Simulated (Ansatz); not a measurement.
Elastic constants of LiH (Fm-3m) under pressure

```yaml
crystal:
  lattice:
    - [0.00000, 1.99037, 1.99037]
    - [1.99037, 0.00000, 1.99037]
    - [1.99037, 1.99037, 0.00000]
  atoms:
    - { symbol: Li, position: [0.00000, 0.00000, 0.00000] }
    - { symbol: H, position: [0.50000, 0.50000, 0.50000] }
```

This is the zero-pressure cell. At each pressure cell and atoms are relaxed in this structure, and the constants are slopes of the stress at strains of ±0.005 with relaxed ions (the coefficients that govern stability under load). Level: PBEsol, PAW on Ansatz 0.2.0's default frozen-core files (fitted under PBE), scalar-relativistic; k mesh 10×10×10, strains of ±0.005, fixed occupations, cutoff 420 eV. P is the pressure of the relaxed cell, less that of this one.

| P (GPa) | V/V₀ | C11 (GPa) | C12 (GPa) | C44 (GPa) |
| --- | --- | --- | --- | --- |
| 0.00 | 1.0000 | 90.1 | 10.4 | 48.3 |
| 1.02 | 0.9739 | 98.4 | 11.3 | 49.7 |
| 2.03 | 0.9508 | 106.4 | 12.2 | 51.0 |
| 3.98 | 0.9118 | 121.3 | 13.8 | 53.3 |
| 7.02 | 0.8620 | 143.9 | 16.5 | 56.5 |
| 10.02 | ? | ? | ? | ? |
| 15.02 | 0.7690 | 199.6 | 23.6 | 63.3 |

Task: Does the bulk modulus from the constants agree with the pressure-volume curve?

Result: A third-order Birch-Murnaghan fit to the volumes shown (F against f, f = [(V₀/V)^(2/3) − 1]/2) gives B₀ = 36.9 GPa and B′ = 3.4. Its −V dP/dV stands beside (C11 + 2C12)/3:

```csv
P (GPa),from P(V),from the constants
0.00,36.9,37.0
1.02,40.3,40.3
2.03,43.6,43.6
3.98,49.8,49.7
7.02,59.0,59.0
15.02,81.5,82.3
```

Task: What are the pressure derivatives at zero pressure?

Result: Slopes at V₀ of quadratic fits in −ln(V/V₀) through the first four rows shown, divided by B₀: dC11/dP = 8.2, dC12/dP = 0.9, dC44/dP = 1.4. The mean slopes up to 2.0 GPa are 8.0, 0.9, 1.3; curvature and scatter of the constants part the two. The combination (dC11/dP + 2 dC12/dP)/3 = 3.3 stands against B′.

Task: Fill the row at 10.02 GPa.

Result: Cubic fits in −ln(V/V₀) through all rows shown give C11 = 165.3, C12 = 19.1, C44 = 59.2 GPa. Computed: V/V₀ = 0.8221, C11 (GPa) = 165.4, C12 (GPa) = 19.1, C44 (GPa) = 59.2.

Task: Does a shear stiffness soften?

Result: C44 goes from 48.3 to 63.3 GPa; (C11 − C12)/2 goes from 39.9 to 88.0 GPa. Neither ends more than 3 % under its start, and the lattice stays mechanically stable over this range.

Limits of these numbers: no other phase was computed; many crystals of this kind change structure within this range, and rows or crossings beyond such a change describe a metastable lattice; frozen-core PAW files fitted under PBE, their cores solved anew for the functional of the run; phonons weren't checked at these pressures.
